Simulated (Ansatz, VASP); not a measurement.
AgCl in VASP and in Ansatz

```
Ag Cl
1.0
     0.00000    2.88094    2.80602
     2.88094    0.00000    2.80602
     2.88094    2.88094    0.00000
Ag Cl
1 1
Cartesian
  3.0103 2.8809 2.8060
  -0.3936 0.0000 0.0000
```

Change from the starting cell: mode 4 frozen in at -0.383 Å, equal normal strain along x and y +0.0267.

Alike in both runs: task single point; functional PBE; k mesh 8 × 8 × 8; occupations gaussian, width 0.05 eV; no spin polarisation.

|  | VASP | Ansatz |
| --- | --- | --- |
| version | VASP 6.6.1 | Ansatz 0.2.0 |
| potentials or method | VASP PAW PBE potentials, release 64 (Ag, Cl) | scalar-relativistic, plane waves, PAW |
| plane-wave cutoff (eV) | 520 | 420 |
| valence electrons in the cell | 18 | 26 |

VASP gave:

| Item | Value |
| --- | --- |
| gap on the k mesh at the Fermi level (eV) | 1.19 |
| least direct gap on the mesh (eV) | 1.59 |
| pressure (GPa) | 1.9 |
| largest component of the traceless stress (GPa) | 6.62 |
| rms of the force components (eV/Å) | 0.626 |

**Question.** Estimate Ansatz's values.

**Answer.** gap on the k mesh at the Fermi level (eV): 1.19; least direct gap on the mesh (eV): 1.60; pressure (GPa): 2.0; largest component of the traceless stress (GPa): 6.65; rms of the force components (eV/Å): 0.631.

Atom by atom the forces differ by 0.004 eV/Å (rms over components). The functional is the same, so the differences come from potentials, cutoffs and numerics. The two sets of potentials don't hold the same shells in valence.

Caveats: forces of over 1 eV/Å show positions far from the minimum, so gaps and moduli don't describe the material at rest. A k mesh can miss the band edges.
